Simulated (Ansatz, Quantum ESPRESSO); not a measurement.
**NaH (Fm-3m): third-order response**

Wanted: vibrational spectra of NaH (Fm-3m) from linear and non-linear response.

Main program and level: Quantum ESPRESSO 8.0 development, patched; DFT LDA, scalar-relativistic, plane waves, PseudoDojo norm-conserving pseudopotentials.

## Step 1: The structure

Symmetry: Fm-3m, No. 225, cubic system. Conventional cell: a = 4.880 Å, b = 4.880 Å, c = 4.880 Å, α = 90.00°, β = 90.00°, γ = 90.00°. Nearest to Na lie 6 H at 2.44 Å. Nearest to H lie 6 Na at 2.44 Å. Farther neighbours are not listed.

Coordinates:

```cif
data_structure
_symmetry_space_group_name_H-M 'Fm-3m'
_symmetry_Int_Tables_number 225
_cell_length_a 4.8800
_cell_length_b 4.8800
_cell_length_c 4.8800
_cell_angle_alpha 90.000
_cell_angle_beta 90.000
_cell_angle_gamma 90.000
_cell_volume 116.21
loop_
_atom_site_label
_atom_site_type_symbol
_atom_site_symmetry_multiplicity
_atom_site_Wyckoff_symbol
_atom_site_fract_x
_atom_site_fract_y
_atom_site_fract_z
_atom_site_occupancy
Na1 Na 4 a 0.00000 0.00000 0.00000 1
H1 H 4 b 0.00000 0.50000 0.00000 1
```

## Step 2: A first look

A cheap run with smearing and empty bands tells whether the crystal has a gap, which decides between fixed occupations and smearing later on.

File probe.in:

```
 &control
    calculation='scf',
    prefix='x',
    outdir='./tmp',
    pseudo_dir='./pseudo',
    tprnfor=.true.,
    tstress=.true.,
    verbosity='high',
 /
 &system
    ibrav=2,
    celldm(1)=9.22186349,
    nat=2,
    ntyp=2,
    ecutwfc=88.0,
    occupations='smearing',
    smearing='gaussian',
    degauss=0.01,
 /
 &electrons
    conv_thr=1.0d-07,
    mixing_beta=0.7,
    electron_maxstep=100,
 /
ATOMIC_SPECIES
 Na     22.9898  Na.upf
 H       1.0080  H.upf
ATOMIC_POSITIONS crystal
 Na     0.000000000   0.000000000   0.000000000
 H      0.500000000   0.500000000   0.500000000
K_POINTS automatic
 6 6 6 0 0 0
```

Run with:

```
$ OMP_NUM_THREADS=1 mpirun -n 2 pw.x -nk 2 -in probe.in > probe.out
```

Log:

```text
[banners, grids, parts of the stress and lines that vanish by symmetry left out]
Program PWSCF v.8.0dev
     bravais-lattice index     =            2
     lattice parameter (alat)  =       9.2219  a.u.
[...]
kinetic-energy cutoff     =      88.0000  Ry
     charge density cutoff     =     352.0000  Ry
     scf convergence threshold =      1.0E-07
[...]
Exchange-correlation= SLA-PW-NOGX-NOGC
                           (   1   4   0   0   0   0   0)
[...]
48 Sym. Ops., with inversion, found
[...]
(     0          1          0      )
                  (     0          0          1      )
[...]
(  0.0000000  1.0000000  0.0000000 )
                  (  0.0000000  0.0000000  1.0000000 )
[...]
(     1          0         -1      )
                  (     0          0         -1      )
[...]
(  0.0000000 -1.0000000  0.0000000 )
[...]
(     0          1         -1      )
                  (     0          1          0      )
[...]
( -1.0000000  0.0000000  0.0000000 )
                  (  0.0000000  1.0000000  0.0000000 )
[...]
number of k points=    16  Gaussian smearing, width (Ry)=  0.0100
[...]
End of self-consistent calculation
[...]
the Fermi energy is     2.7798 ev
!    total energy              =     -92.40811884 Ry
[...]
convergence has been achieved in   5 iterations
[...]
atom    1 type  1   force =    -0.00000000   -0.00000000    0.00000000
     atom    2 type  2   force =     0.00000000    0.00000000    0.00000000
[...]
Total force =     0.000000     Total SCF correction =     0.000000
[...]
total   stress  (Ry/bohr**3)                   (kbar)     P=      -26.22
[...]
XML data file, charge density, pseudopotentials, collected wavefunctions

   JOB DONE.
```

Run time: 2.7 s. Hardware: 2 MPI ranks of Intel Xeon Platinum 8488C (Sapphire Rapids), shared host; 5.1 s of CPU time.

This step gave:

| Item | Value |
| --- | --- |
| volume per atom | 14.53 Å³ |
| pressure | -2.622 GPa |
| gap on the k-mesh | 3.415 eV |

A gap of 3.4 eV opens on this mesh, so the crystal is taken as an insulator; the start stands at -2.6 GPa.

## Step 3: Relaxation

The relaxation runs at a cutoff a fifth above that of the response, since stress converges more slowly with the basis than frequencies do. Forces and stress are brought to rest with tight thresholds.

File relax.in:

```
 &control
    calculation='vc-relax',
    prefix='x',
    outdir='./tmp',
    pseudo_dir='./pseudo',
    tprnfor=.true.,
    tstress=.true.,
    forc_conv_thr=2.0d-05,
    etot_conv_thr=1.0d-07,
    nstep=40,
 /
 &system
    ibrav=2,
    celldm(1)=9.22186349,
    nat=2,
    ntyp=2,
    ecutwfc=106,
    occupations='fixed',
    nbnd=7,
 /
 &electrons
    conv_thr=1.0d-11,
    mixing_beta=0.7,
    electron_maxstep=100,
 /
 &ions
 /
 &cell
    press_conv_thr=0.2,
 /
ATOMIC_SPECIES
 Na     22.9898  Na.upf
 H       1.0080  H.upf
ATOMIC_POSITIONS crystal
 Na     0.000000000   0.000000000   0.000000000
 H      0.500000000   0.500000000   0.500000000
K_POINTS automatic
 8 8 8 0 0 0
```

Run with:

```
$ OMP_NUM_THREADS=1 mpirun -n 2 pw.x -nk 2 -in relax.in > relax.out
```

Log:

```text
[banners, grids, parts of the stress and lines that vanish by symmetry left out]
[banner, memory and clock lines left out]
Program PWSCF v.8.0dev

[...]
kinetic-energy cutoff     =     106.0000  Ry
     charge density cutoff     =     424.0000  Ry
     scf convergence threshold =      1.0E-11
[...]
energy convergence thresh.=      1.0E-07
     force convergence thresh. =      2.0E-05
     press convergence thresh. =      2.0E-01
     Exchange-correlation= SLA-PW-NOGX-NOGC
                           (   1   4   0   0   0   0   0)
[...]
48 Sym. Ops., with inversion, found
[...]
number of k points=    29
[...]
End of self-consistent calculation
[...]
highest occupied, lowest unoccupied level (ev):     0.4939    3.8617
!    total energy              =     -92.40814496 Ry
[...]
convergence has been achieved in   8 iterations
[...]
atom    1 type  1   force =     0.00000000   -0.00000000   -0.00000000
     atom    2 type  2   force =     0.00000000    0.00000000   -0.00000000
     Total force =     0.000000     Total SCF correction =     0.000000
[...]
total   stress  (Ry/bohr**3)                   (kbar)     P=      -26.01
[...]
number of bfgs steps    =   0
[...]
CELL_PARAMETERS (alat=  9.22186349)
[...]
ATOMIC_POSITIONS (crystal)
Na              -0.0000000000       -0.0000000000        0.0000000000
H                0.5000000000        0.5000000000        0.5000000000
[...]
New effective cutoffs (rho, wfc):  427.13  106.93
[...]
End of self-consistent calculation
[...]
highest occupied, lowest unoccupied level (ev):     0.5588    3.9466
!    total energy              =     -92.40858240 Ry
[...]
convergence has been achieved in   4 iterations
[...]
atom    1 type  1   force =     0.00000000    0.00000000    0.00000000
     atom    2 type  2   force =     0.00000000    0.00000000   -0.00000000
     Total force =     0.000000     Total SCF correction =     0.000000
[...]
total   stress  (Ry/bohr**3)                   (kbar)     P=      -23.68
[...]
number of bfgs steps    =   1
[...]
WARNING: bfgs curvature condition failed, Theta= 0.886
[...]
CELL_PARAMETERS (alat=  9.22186349)
[...]
ATOMIC_POSITIONS (crystal)
Na              -0.0000000000       -0.0000000000        0.0000000000
H                0.5000000000        0.5000000000        0.5000000000
[...]
New effective cutoffs (rho, wfc):  432.88  108.37
[...]
End of self-consistent calculation
[...]
highest occupied, lowest unoccupied level (ev):     0.6586    4.0767
!    total energy              =     -92.40915229 Ry
[...]
convergence has been achieved in   6 iterations
[...]
atom    1 type  1   force =    -0.00000000    0.00000000    0.00000000
     atom    2 type  2   force =     0.00000000    0.00000000   -0.00000000
     Total force =     0.000000     Total SCF correction =     0.000000
[...]
total   stress  (Ry/bohr**3)                   (kbar)     P=      -19.92
[...]
number of bfgs steps    =   2
[...]
CELL_PARAMETERS (alat=  9.22186349)
[...]
ATOMIC_POSITIONS (crystal)
[...]
New effective cutoffs (rho, wfc):  441.72  110.58
[...]
End of self-consistent calculation
[...]
atom    2 type  2   force =     0.00000000    0.00000000    0.00000000
     Total force =     0.000000     Total SCF correction =     0.000000
[...]
total   stress  (Ry/bohr**3)                   (kbar)     P=      -13.60
[...]
number of bfgs steps    =   3
[...]
CELL_PARAMETERS (alat=  9.22186349)
[...]
ATOMIC_POSITIONS (crystal)
[...]
New effective cutoffs (rho, wfc):  455.49  114.03
[...]
End of self-consistent calculation
[...]
highest occupied, lowest unoccupied level (ev):     1.0603    4.5971
!    total energy              =     -92.41026345 Ry
[...]
convergence has been achieved in   6 iterations
[...]
atom    1 type  1   force =     0.00000000    0.00000000    0.00000000
     atom    2 type  2   force =     0.00000000    0.00000000    0.00000000
     Total force =     0.000000     Total SCF correction =     0.000000
[...]
total   stress  (Ry/bohr**3)                   (kbar)     P=       -2.42
[...]
number of bfgs steps    =   4
[...]
CELL_PARAMETERS (alat=  9.22186349)
[...]
ATOMIC_POSITIONS (crystal)
[...]
New effective cutoffs (rho, wfc):  458.45  114.77
[...]
End of self-consistent calculation
[...]
highest occupied, lowest unoccupied level (ev):     1.1138    4.6660
!    total energy              =     -92.41027634 Ry
[...]
convergence has been achieved in   5 iterations
[...]
atom    1 type  1   force =     0.00000000    0.00000000    0.00000000
     atom    2 type  2   force =     0.00000000    0.00000000   -0.00000000
     Total force =     0.000000     Total SCF correction =     0.000000
[...]
total   stress  (Ry/bohr**3)                   (kbar)     P=        0.20
[...]
number of bfgs steps    =   5
[...]
CELL_PARAMETERS (alat=  9.22186349)
[...]
ATOMIC_POSITIONS (crystal)
[...]
New effective cutoffs (rho, wfc):  458.22  114.71
[...]
End of self-consistent calculation
[...]
highest occupied, lowest unoccupied level (ev):     1.1097    4.6607
!    total energy              =     -92.41027643 Ry
[...]
convergence has been achieved in   4 iterations
[...]
atom    1 type  1   force =    -0.00000000   -0.00000000    0.00000000
     atom    2 type  2   force =     0.00000000    0.00000000   -0.00000000
     Total force =     0.000000     Total SCF correction =     0.000000
[...]
total   stress  (Ry/bohr**3)                   (kbar)     P=       -0.00
[...]
bfgs converged in   7 scf cycles and   6 bfgs steps
[...]
End of BFGS Geometry Optimization
     Final enthalpy           =     -92.4102764274 Ry
     File ./tmp/x.bfgs deleted, as requested
[...]
CELL_PARAMETERS (alat=  9.22186349)
[...]
ATOMIC_POSITIONS (crystal)
Na               0.0000000000        0.0000000000       -0.0000000000
H                0.5000000000        0.5000000000        0.5000000000
[...]
Final scf calculation at the relaxed structure.
[...]
kinetic-energy cutoff     =     106.0000  Ry
     charge density cutoff     =     424.0000  Ry
     scf convergence threshold =      1.0E-13
[...]
press convergence thresh. =      2.0E-01
     Exchange-correlation= SLA-PW-NOGX-NOGC
                           (   1   4   0   0   0   0   0)
[...]
48 Sym. Ops., with inversion, found
[...]
number of k points=    29
[...]
End of self-consistent calculation
[...]
highest occupied, lowest unoccupied level (ev):     1.1098    4.6607
!    total energy              =     -92.41027028 Ry
[...]
convergence has been achieved in   9 iterations
[...]
atom    1 type  1   force =     0.00000000    0.00000000    0.00000000
     atom    2 type  2   force =    -0.00000000   -0.00000000   -0.00000000
     Total force =     0.000000     Total SCF correction =     0.000000
[...]
total   stress  (Ry/bohr**3)                   (kbar)     P=        0.02
[...]
XML data file, charge density, pseudopotentials, collected wavefunctions
```

The job ended after 25 s (2 MPI ranks; 49 s of CPU time).

The steps of the relaxation:

```csv
step,energy less that of the first step (eV),largest force (eV/Å),pressure (GPa),volume (Å³)
1,0.0000,0.0000,-2.60,29.05
2,-0.0060,0.0000,-2.37,28.67
3,-0.0137,0.0000,-1.99,28.10
4,-0.0225,0.0000,-1.36,27.26
5,-0.0288,0.0000,-0.24,26.03
6,-0.0290,0.0000,0.02,25.78
7,-0.0290,0.0000,0.00,25.80
8,-0.0289,0.0000,0.00,25.80
```

| conventional cell, symmetrised | before | after | change |
| --- | --- | --- | --- |
| a (Å) | 4.880 | 4.691 | -3.9 % |
| b (Å) | 4.880 | 4.691 | -3.9 % |
| c (Å) | 4.880 | 4.691 | -3.9 % |
| volume (Å³/atom) | 14.53 | 12.90 | -11.2 % |

The relaxed structure:

```xyz
2
Lattice="-2.3454 0.0000 2.3454 0.0000 2.3454 2.3454 -2.3454 2.3454 0.0000" Properties=species:S:1:pos:R:3 pbc="T T T"
Na    0.0000    0.0000    0.0000
H    -2.3454    2.3454    2.3454
```

The last row of the table of steps is pw.x's closing run on a basis chosen anew for the final cell, so its energy can jump.

Numbers from this step:

- volume per atom: 12.90 Å³
- pressure: 0.002 GPa
- gap on the k-mesh: 3.551 eV

The volume changes by -11.2 % from the cell with which this run began.

## Step 4: Self-consistent run for the response

Perturbation theory inherits every error of the wavefunctions, so the threshold is set near the limit of the arithmetic. With a gap, occupations are fixed, which also allows the response to an electric field.

File scf.in:

```
 &control
    calculation='scf',
    prefix='x',
    outdir='./tmp',
    pseudo_dir='./pseudo',
    tprnfor=.true.,
    tstress=.true.,
 /
 &system
    ibrav=2,
    celldm(1)=8.86419958,
    nat=2,
    ntyp=2,
    ecutwfc=88.0,
    occupations='fixed',
    nbnd=7,
 /
 &electrons
    conv_thr=1.0d-12,
    mixing_beta=0.7,
    electron_maxstep=100,
 /
ATOMIC_SPECIES
 Na     22.9898  Na.upf
 H       1.0080  H.upf
ATOMIC_POSITIONS crystal
 Na     0.000000000   0.000000000   0.000000000
 H      0.500000000   0.500000000   0.500000000
K_POINTS automatic
 8 8 8 0 0 0
```

Run with:

```
$ OMP_NUM_THREADS=1 mpirun -n 2 pw.x -nk 2 -in scf.in > scf.out
```

Log:

```text
[banners, grids, parts of the stress and lines that vanish by symmetry left out]
[banner, memory and clock lines left out]
Program PWSCF v.8.0dev

[...]
kinetic-energy cutoff     =      88.0000  Ry
     charge density cutoff     =     352.0000  Ry
     scf convergence threshold =      1.0E-12
[...]
Exchange-correlation= SLA-PW-NOGX-NOGC
                           (   1   4   0   0   0   0   0)
[...]
48 Sym. Ops., with inversion, found
[...]
number of k points=    29
[...]
End of self-consistent calculation
[...]
highest occupied, lowest unoccupied level (ev):     1.1098    4.6608
!    total energy              =     -92.41024231 Ry
[...]
convergence has been achieved in   9 iterations
[...]
atom    1 type  1   force =     0.00000000    0.00000000    0.00000000
     atom    2 type  2   force =     0.00000000    0.00000000    0.00000000
     Total force =     0.000000     Total SCF correction =     0.000000
[...]
total   stress  (Ry/bohr**3)                   (kbar)     P=        0.03
[...]
XML data file, charge density, pseudopotentials, collected wavefunctions
```

The job ended after 4.3 s (2 MPI ranks; 8.2 s of CPU time).

This step gave:

```yaml
pressure: 0.003000 GPa
```

The cell stands at 0.0030 GPa, close enough for phonons.

[end of part 1 of 3]

[Host names and launcher messages were left out of these logs when they were recorded.]

[Logs are printed without paths, hosts, clocks, repeated set-up lines and the standing remarks that a program may print on its own settings, such as how far it seeks lower states.]

[Hosts, paths, dates, database ids (printed as entryN), source tags and the programs' standing remarks are cut or masked in the printed files.]
